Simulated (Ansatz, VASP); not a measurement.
## Ni in VASP and in Ansatz

```
Ni
1.0
     2.02777    0.00000    0.00000
    -1.01389    1.75610    0.00000
     0.00000    0.00000    1.93620
Ni
1
Cartesian
  0.0000 0.0000 0.0000
```

Alike in both runs: functional PBE; k mesh 21 × 21 × 20; occupations fermi-dirac, width 0.1 eV; collinear spin.

Ansatz relaxed the structure, and its values are those at the end. VASP's run is a single point on that final structure, the one shown.

|  | VASP | Ansatz |
| --- | --- | --- |
| version | VASP 6.6.1 | Ansatz 0.2.0 |
| potentials or method | VASP PAW PBE potentials, release 64 (Ni) | PAW with Ansatz's default frozen-core files, scalar-relativistic |
| plane-wave cutoff (eV) | 520 | 420 |
| valence electrons in the cell | 10 | 18 |

|  | VASP | Ansatz | Ansatz less VASP |
| --- | --- | --- | --- |
| net moment per atom (μB) | 0.00 | 0.00 | 0.000 |

The functional is the same, so the differences come from potentials, cutoffs and numerics. The two sets of potentials don't hold the same shells in valence. Ansatz warned: «seeded_moment_not_kept».
